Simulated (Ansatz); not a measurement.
# SiC (F-43m):V_Si-H, thermodynamic levels from a 54-atom cell

Charge states of V_Si-H in SiC (F-43m), set against the band edges. Model: a cell of 54 host atoms with 1 Si taken out and 1 H put in.

Calculated with Ansatz 0.2.0; place-levels on r2SCAN runs: charge-transition levels and formation energies with image-charge correction and potential alignment at the atomic sites; PAW set soft_1.

**Measured values to reproduce.**

“Insight into the structural, elastic and electronic properties of a new orthorhombic 6O-SiC polytype” (2020, pmc:7200658) quotes from earlier work for SiC, cubic 3C zincblende (literature value): band gap (indirect gap) 2.4 eV [literature value; measurement temperature and method not stated].

In doubt: warnings of the run leave room for a lower electronic state (in some of the runs), so energies may not be the lowest and differences between runs may mislead.

### Step 1. Set-up

The cell holds 54 atoms: 26 Si, 27 C and 1 H. Its edges and angles: a = 9.242 Å, b = 9.242 Å, c = 9.242 Å, α = 60.0°, β = 60.0°, γ = 60.0°. It derives from SiC (space group F-43m). Nearest the centre at fractional (0.333, 0.667, 0.667): H54 at 0.79 Å, C30 at 1.89 Å, C34 at 1.89 Å, C35 at 1.89 Å, C18 at 1.89 Å, Si25 at 3.08 Å, Si23 at 3.08 Å, Si13 at 3.08 Å.

Structure file:

```xyz
54
Lattice="0.0000 6.5349 6.5349 6.5349 0.0000 6.5349 6.5349 6.5349 0.0000" Properties=species:S:1:pos:R:3 pbc="T T T"
Si    0.0000    0.0000    0.0000
C     1.0891    1.0891    1.0891
Si    2.1783    2.1783    0.0000
C     3.2674    3.2674    1.0891
Si    4.3566    4.3566    0.0000
C     5.4457    5.4457    1.0891
Si    2.1783    0.0000    2.1783
C     3.2674    1.0891    3.2674
Si    4.3566    2.1783    2.1783
C     5.4457    3.2674    3.2674
Si    6.5349    4.3566    2.1783
C     7.6240    5.4457    3.2674
Si    4.3566    0.0000    4.3566
C     5.4457    1.0891    5.4457
Si    6.5349    2.1783    4.3566
C     7.6240    3.2674    5.4457
Si    8.7132    4.3566    4.3566
C     9.8023    5.4457    5.4457
Si    0.0000    2.1783    2.1783
C     1.0891    3.2674    3.2674
Si    2.1783    4.3566    2.1783
C     3.2674    5.4457    3.2674
Si    4.3566    6.5349    2.1783
C     5.4457    7.6240    3.2674
Si    2.1783    2.1783    4.3566
C     3.2674    3.2674    5.4457
Si    4.3566    4.3566    4.3566
C     5.4457    5.4457    5.4457
Si    6.5349    6.5349    4.3566
C     7.6240    7.6240    5.4457
Si    4.3566    2.1783    6.5349
C     5.4457    3.2674    7.6240
Si    6.5349    4.3566    6.5349
C     7.6240    5.4457    7.6240
C     9.8023    7.6240    7.6240
Si    0.0000    4.3566    4.3566
C     1.0891    5.4457    5.4457
Si    2.1783    6.5349    4.3566
C     3.2674    7.6240    5.4457
Si    4.3566    8.7132    4.3566
C     5.4457    9.8023    5.4457
Si    2.1783    4.3566    6.5349
C     3.2674    5.4457    7.6240
Si    4.3566    6.5349    6.5349
C     5.4457    7.6240    7.6240
Si    6.5349    8.7132    6.5349
C     7.6240    9.8023    7.6240
Si    4.3566    4.3566    8.7132
C     5.4457    5.4457    9.8023
Si    6.5349    6.5349    8.7132
C     7.6240    7.6240    9.8023
Si    8.7132    8.7132    8.7132
C     9.8023    9.8023    9.8023
H     8.2586    6.9894    6.0803
```

Screening for the image-charge correction: ε∞ = 7.06, ε0 = 10.43, computed on the host (DFPT, PBEsol, on the r2SCAN cell), and a cell off the functional's own equilibrium shifts the ionic part.

The cell's shortest repeat is 9.2 Å.

### Step 2. The runs of each charge state

Levels follow from differences of total energies between charge states, each relaxed by itself.

Random displacements of about 0.05 Å break the site symmetry at the start, so that the relaxation can reach a distorted minimum if there is one. Forces are taken on a 2×2×2 shifted mesh. The cell holds 3 electrons more than the neutral one, with a uniform background that keeps it neutral on the whole.

The sampling was tested on the host first: at the k-points planned (1x1x1 shifted 0.25 0.25 0.25) its energy lies 0.119 eV an atom from the dense-mesh value, so the final energies take a denser sampling.

One of the inputs; charge, spin and start change from state to state.

The input, qm3.relax/input.yaml:

```yaml
crystal:
  lattice:
    - [0.0, 2.17829624, 2.17829624]
    - [2.17829624, 0.0, 2.17829624]
    - [2.17829624, 2.17829624, 0.0]
  atoms:
    - { symbol: Si, position: [0.0, 0.0, 0.0] }
    - { symbol: C, position: [0.25, 0.25, 0.25] }
  supercell: [3, 3, 3]
  defects:
    - { vacancy: 34 }
    - { interstitial: { symbol: H, position: [0.368113, 0.562328, 0.701446] } }
total_charge: -3
basis:
  ecutwfc: 500
  xc_grid: 2
hamiltonian:
  xc: r2scan
  pseudopotentials: { kind: paw, azcp: { folder: soft_1 } }
kpoints:
  mp_grid: { grid: [2, 2, 2], shift: [0.5, 0.5, 0.5] }
scf:
  occupations: { method: fixed }
  max_iter: 60
output:
  forces: true
  charged_corrections:
    epsilon: 7.06
    static_epsilon: 10.43
    defect_position: [0.333333, 0.666667, 0.666667]
relax:
  f_tol: 0.02
  max_steps: 80
  random_displacement: { amplitude: 0.05, seed: 3633 }
checkpoint:
  write: "../qm3.relax.run"
  compress: false
  write_wavefunctions: true
  write_every: 100000
```

The run is started by

```
$ ansatz run input.yaml --threads 4 --pin off --max-ram 7536MiB --backend cpu --events-out ev --progress --plain --runs-dir out
```

The run of this state that the levels use, under r2SCAN:

The input, qm3.point/input.yaml:

```yaml
crystal:
  checkpoint: "../qm3.relax.run"
  host: checkpoint
total_charge: -3
basis:
  ecutwfc: 500
  xc_grid: 2
hamiltonian:
  xc: r2scan
  pseudopotentials: { kind: paw, azcp: { folder: soft_1 } }
kpoints:
  mp_grid: { grid: [2, 2, 2], shift: [0.5, 0.5, 0.5] }
scf:
  occupations: { method: fixed }
  max_iter: 60
output:
  forces: true
  eigenvalues: true
  charged_corrections:
    epsilon: 7.06
    static_epsilon: 10.43
    defect_position: [0.333333, 0.666667, 0.666667]
  eigenstates: { localisation: true }
  populations: true
checkpoint:
  read: "../qm3.relax.run"
  write: "../qm3.point.run"
  compress: false
  write_wavefunctions: false
  write_every: 100000
```

Relaxations under r2SCAN at a 2×2×2 shifted mesh; times on 4 threads of Arm Neoverse V1, shared host:

```
charge  moment (μB)  occupations    outcome  steps  largest displacement against the far atoms (Å)     time
    −3            0        fixed  converged      6                                            0.11  2.4 min
    −3            2        fixed  converged      7                                            0.13  7.4 min
    −2            1        fixed  converged      6                                            0.13  6.1 min
    −1            0        fixed  converged      6                                            0.16  2.5 min
    −1            2        fixed  converged      6                                            0.16  5.6 min
     0            1        fixed  converged      7                                            0.20  5.9 min
    +1            0        fixed  converged      7                                            0.26  2.8 min
    +1            2        fixed  converged      6                                            0.26  5.9 min
```

Single points under r2SCAN at a 2×2×2 shifted mesh; times on 4 threads of Arm Neoverse V1, shared host:

```
charge  moment (μB)  occupations    outcome  time
    −3            0        fixed  converged  20 s
    −3            2        fixed  converged  48 s
    −2            1        fixed  converged  48 s
    −1            0        fixed  converged  23 s
    −1            2        fixed  converged  54 s
     0            1        fixed  converged  47 s
    +1            0        fixed  converged  21 s
    +1            2        fixed  converged  53 s
```

Distances (Å) from the ideal centre to the nearest atoms after relaxation with r2SCAN:

```
charge  moment (μB)      1.      2.      3.      4.      5.       6.
    −3            0  H 0.86  C 1.96  C 1.99  C 2.00  C 2.00  Si 3.01
    −3            2  H 0.87  C 1.97  C 2.01  C 2.02  C 2.02  Si 3.04
    −2            1  H 0.86  C 1.96  C 2.02  C 2.02  C 2.02  Si 3.04
    −1            0  H 0.87  C 1.96  C 2.04  C 2.05  C 2.05  Si 3.05
    −1            2  H 0.88  C 1.97  C 2.03  C 2.04  C 2.04  Si 3.06
     0            1  H 0.86  C 1.96  C 2.08  C 2.08  C 2.09  Si 3.08
    +1            0  H 0.85  C 1.95  C 2.15  C 2.15  C 2.15  Si 3.08
    +1            2  H 0.85  C 1.95  C 2.12  C 2.14  C 2.14  Si 3.08
```

### Step 3. Levels against the band edges, r2SCAN

A charged cell interacts with its images and the background, and its potential has another zero than the host's. place-levels removes the first by a point-charge model, screened by the static dielectric constant since the ions have relaxed around the charge, and the second by comparing potentials at atoms far from the defect.

The host is a run of the defect-free crystal in the same cutoffs, grids and k-points, so that basis and sampling errors cancel in part in the differences. The host is run in a cell of 2 atoms on a matching mesh. Its band edges are searched through the zone by a band path, so the gap is smaller than, or equal to, that on the mesh. Chemical potentials are energies per atom of Si (diamond) and H (H2 molecule), run with the same functional and cutoff.

The input, levels.point.yaml:

```yaml
host:
  run: host.point.run
states: [qm3.point.run, qm3_M2.point.run, qm2_M1.point.run, qm1.point.run, qm1_M2.point.run, q0_M1.point.run, qp1.point.run, qp1_M2.point.run]
geometry_from:
  qm3.point.run: qm3.relax.run
  qm3_M2.point.run: qm3_M2.relax.run
  qm2_M1.point.run: qm2_M1.relax.run
  qm1.point.run: qm1.relax.run
  qm1_M2.point.run: qm1_M2.relax.run
  q0_M1.point.run: q0_M1.relax.run
  qp1.point.run: qp1.relax.run
  qp1_M2.point.run: qp1_M2.relax.run
  host.point.run: host.relax.run
chemical_potentials:
  Si:
    energy: -639.06578
    dataset: <sha256 of the dataset>
  H:
    energy: -15.945394
    dataset: "<sha256 of the dataset>"
epsilon: 7.06
static_epsilon: 10.43
vertical:
  - { from: qm3.point.run, to: qm3.point_neutral.run }
  - { from: qm3_M2.point.run, to: qm3_M2.point_neutral.run }
  - { from: qm2_M1.point.run, to: qm2_M1.point_neutral.run }
  - { from: qm1.point.run, to: qm1.point_neutral.run }
  - { from: qm1_M2.point.run, to: qm1_M2.point_neutral.run }
  - { from: qp1.point.run, to: qp1.point_neutral.run }
  - { from: qp1_M2.point.run, to: qp1_M2.point_neutral.run }
```

The run is started by

```
$ ansatz place-levels levels.point.yaml -- --threads 4 --pin off --max-ram 7536MiB
```

Numbers of over 12 decimals in the logs are rounded to 6 here.

The log of the run:

```text
[... repeated set-up lines and file paths are left out, and long positions are rounded to six places ...]
(+1/0) 0.138 eV beneath the valence edge, in the valence band
(0/-1) 1.132 eV above the valence edge, 0.578 eV under the conduction edge
(-1/-2) 1.831 eV above the valence edge (+2.041 eV without the band-filling correction), in the conduction band
(-2/-3) 1.842 eV above the valence edge (+2.671 eV without the band-filling correction), in the conduction band
formation energy of charge +1: +5.837 eV with the Fermi level at the valence edge
[...]
of vertical[3].to (qm1.point_neutral.run): stability_check_not_made
  of vertical[4].from (qm1_M2.point.run): stability_check_not_made
  of vertical[4].to (qm1_M2.point_neutral.run): stability_check_not_made
  of vertical[5].from (qp1.point.run): it parts from the run at its places by a charge that spreads by about 1.9 Å along one vector (1.3 Å or more is wide), by its potential at epsilon 7.06, taken for that of held ions (one typed too small widens it), where [...]
  of vertical[5].to (qp1.point_neutral.run): stability_check_not_made
  of vertical[6].from (qp1_M2.point.run): stability_check_not_made; [...]
  of vertical[6].to (qp1_M2.point_neutral.run): stability_check_not_made
```

It took 0.96 s on 4 threads of Arm Neoverse V1, shared host.

Levels between the charges placed, in eV above the valence top:

```
        gap (eV)  (+1/0)  (0/−1)  (−1/−2)  (−2/−3)
r2SCAN      1.71   -0.14    1.13     1.83     1.84
```

Corrections by state:

```
charge  moment (μB)  image terms and alignment (eV)  band filling (eV)  ε used  over the lowest of its charge, as the program ranks them, band filling apart (eV)
    +1          0.0                          -0.244                  -   10.43                                                                              0.000
     0          1.0                           0.000                  -       -                                                                              0.000
    −1          2.0                           0.588                  -   10.43                                                                              0.000
    −2          1.0                           1.600             -0.211   10.43                                                                              0.000
    −3          0.0                           3.003             -1.039   10.43                                                                              0.000
    +1          2.0                          -0.215                  -   10.43                                                                              0.125
    −1          0.0                           0.610                  -   10.43                                                                              0.354
    −3          2.0                           2.908                  -   10.43                                                                              0.677
```

The charged structures listed were also run neutral, and place-levels reads from each pair, by the potential or the spins, how wide the charge is by which they differ; that can be the carrier of either run.

```
charge  rms radius (Å)  spread where it is widest against the cell (Å)  wide from (Å)  reading
    +1             2.6                                            1.89           1.31     wide
    −1             1.6                                            1.26           1.31   narrow
    −2             1.7                                            1.24           1.31   narrow
    −3             1.9                                            1.35           1.31     wide
```

The neutral runs of these pairs need not share the spin of the lowest neutral state, and very wide values only mean spread over the cell.

From the program's caveats on the states, each cut to its opening words:

- charge +1: it parts from the run at its places by a charge that spreads by about 1.9 Å along one vector (1.3 Å or more is wide), by its potential at epsilon 7.06, taken [...]
- charge +1: its alignment with the host at atomic sites is doubtful: the mean over the far sites moves by -0.2243 eV from their farther parts to their nearer, more than [...]
- charge 0 (1 μB), −1 (2 μB), −2 (1 μB), +1 (2 μB), −3 (2 μB): flagged: stability check not made
- charge −1 (2 μB): its alignment with the host at atomic sites is doubtful: the mean over the far sites moves by +0.1072 eV from their farther parts to their nearer, more than [...]
- charge −2 (1 μB): it parts from the run that its charge is read beside by 2 carriers, of which the mean alone is read, by its potential at epsilon 7.06, taken for that of held [...]
- charge −2 (1 μB): a band-filling correction moves a carrier to the host's band edge, which changes its energy by -0.211 eV
- charge −2 (1 μB): its alignment with the host at atomic sites is doubtful: the mean over the far sites moves by +0.2184 eV from their farther parts to their nearer, more than [...]
- charge −3: it parts from the run at its places by a charge that spreads by about 1.4 Å along one vector (1.3 Å or more is wide), by its potential at epsilon 7.06, taken [...]
- charge −3: a band-filling correction moves a carrier to the host's band edge, which changes its energy by -1.039 eV
- charge −3: its alignment with the host at atomic sites is doubtful: the mean over the far sites moves by +0.3468 eV from their farther parts to their nearer, more than [...]
- charge +1 (2 μB): it parts from the run at its places by a charge that spreads by about 1.8 Å along one vector (1.3 Å or more is wide), by its potential at epsilon 7.06, taken [...]
- charge +1 (2 μB): its alignment with the host at atomic sites is doubtful: the mean over the far sites moves by -0.1604 eV from their farther parts to their nearer, more than [...]
- charge −1: its alignment with the host at atomic sites is doubtful: the mean over the far sites moves by +0.0716 eV from their farther parts to their nearer, more than [...]
- charge −3 (2 μB): it parts from the run at its places by a charge that spreads by about 1.7 Å along one vector (1.3 Å or more is wide), by its potential at epsilon 7.06, taken [...]

The host's formation energy from the elements is -0.356 eV per atom; it sets how far the chemical potentials can move.

Limit set by the element alone; other compounds of these elements are not counted. Chemical potentials from the elements' reference states: C 0.00 eV, Si -0.71 eV, H 0.00 eV. Formation energy by charge state (C-rich; gap 1.71 eV):

```
charge  at valence top (eV)  at conduction bottom (eV)  correction included (eV)
    +1                 5.13                       6.84                     -0.24
     0                 4.99                       4.99                      0.00
    −1                 6.12                       4.41                      0.59
    −2                 7.95                       4.53                      1.39
    −3                 9.79                       4.66                      1.96
```

| Fermi level (eV) | lowest formation energy (eV) |
| --- | --- |
| 0.00 | 4.99 |
| 0.16 | 4.99 |
| 0.31 | 4.99 |
| 0.47 | 4.99 |
| 0.62 | 4.99 |
| 0.78 | 4.99 |
| 0.93 | 4.99 |
| 1.09 | 4.99 |
| 1.24 | 4.88 |
| 1.40 | 4.72 |
| 1.55 | 4.57 |
| 1.71 | 4.41 |

Limit set by the element alone; other compounds of these elements are not counted. Chemical potentials from the elements' reference states: Si 0.00 eV, C -0.71 eV, H 0.00 eV. Formation energy by charge state (Si-rich; gap 1.71 eV):

```
charge  at valence top (eV)  at conduction bottom (eV)  correction included (eV)
    +1                 5.84                       7.55                     -0.24
     0                 5.70                       5.70                      0.00
    −1                 6.83                       5.12                      0.59
    −2                 8.66                       5.24                      1.39
    −3                10.50                       5.37                      1.96
```

Fermi level (eV), lowest formation energy (eV) and a bar from the least value:
```
     0.00       5.70 ##############################
     0.16       5.70 ##############################
     0.31       5.70 ##############################
     0.47       5.70 ##############################
     0.62       5.70 ##############################
     0.78       5.70 ##############################
     0.93       5.70 ##############################
     1.09       5.70 ##############################
     1.24       5.59 ########################
     1.40       5.43 ################
     1.55       5.28 ########
     1.71       5.12
```

### Step 4. Outcome

| Quantity | Value |
| --- | --- |
| gap of the host | 1.71 eV (r2SCAN) |
| level (plus 1/0) | 0.14 eV below the valence top |
| level (0/minus 1) | 1.13 eV above the valence top |
| level (minus 1/minus 2) | 1.83 eV above the valence top, past the conduction bottom (2.04 eV above the valence top without the band-filling term) |
| level (minus 2/minus 3) | 1.84 eV above the valence top, past the conduction bottom (2.67 eV above the valence top without the band-filling term) |
| lowest of the charges placed, just above the valence top (0.02 eV) | 0 |
| lowest of the charges placed, just below the conduction bottom (0.02 eV) | −1 |
| lowest formation energy at mid-gap of the charges run, C-rich | 4.99 eV |
| lowest formation energy at mid-gap of the charges run, Si-rich | 5.70 eV |

Of the charges placed (−3, −2, −1, 0 and +1), the lowest changes at 1.13 eV (0/−1) above the valence top, in a gap of 1.71 eV. (0/−1) lies nearer to a band edge than the share of the finite-size correction in it (0.59 eV), and that correction holds for a localised charge alone. (+1/0) lies 0.14 eV from a band edge, less than the doubt on such levels. States placed: +1 at 0 μB and 2 μB; 0 at 1 μB; −1 at 2 μB and 0 μB; −2 at 1 μB; −3 at 0 μB and 2 μB. Other spin states or structures, where not listed, weren't placed. The program finds carriers beyond a band edge of the host and adds a band-filling term at charge −3 (-1.04 eV) and −2 (-0.21 eV); steps to such a charge show no bound level, and a defect level inside a band would be read the same way. Corrections reach 3.0 eV, so the cell is small for these charges and their levels are rough. H is taken at its element; compounds, which aren't counted here, bound the chemical potentials and would shift these formation energies. The program doubts the alignment of potentials for at least one state, a sign that the cell is small. What this leaves open: r2SCAN makes the gap too small and tends to spread out bound carriers.

Comparison with the measured values:

| quantity | measured | r2SCAN |
| --- | --- | --- |
| band gap (least gap of the host) (eV) | 2.4 | 1.71 (-0.69 eV) |

Measured values from pmc:7200658 (2020).

**Verdict.** The band gap is off by -0.69 eV. Local and semilocal functionals usually give gaps below the measured ones. Zero-point and thermal motion shift the measured gap.

[Logs are printed without paths, hosts, clocks, repeated set-up lines and the standing remarks that a program may print on its own settings, such as how far it seeks lower states.]

[Hosts, paths, dates, database ids (printed as entryN), source tags and the programs' standing remarks are cut or masked in the printed files.]

[Where a table of states has a column of steps, it counts the stored structures, which are thinned; the runs took as many ionic steps or more.]

[A defect's name tells the site on which it was built; relaxed atoms can leave that site.]

[For some hosts the program warned that the k-mesh of the response run may be too coarse for force constants and the static dielectric constant; such warnings are not shown here.]
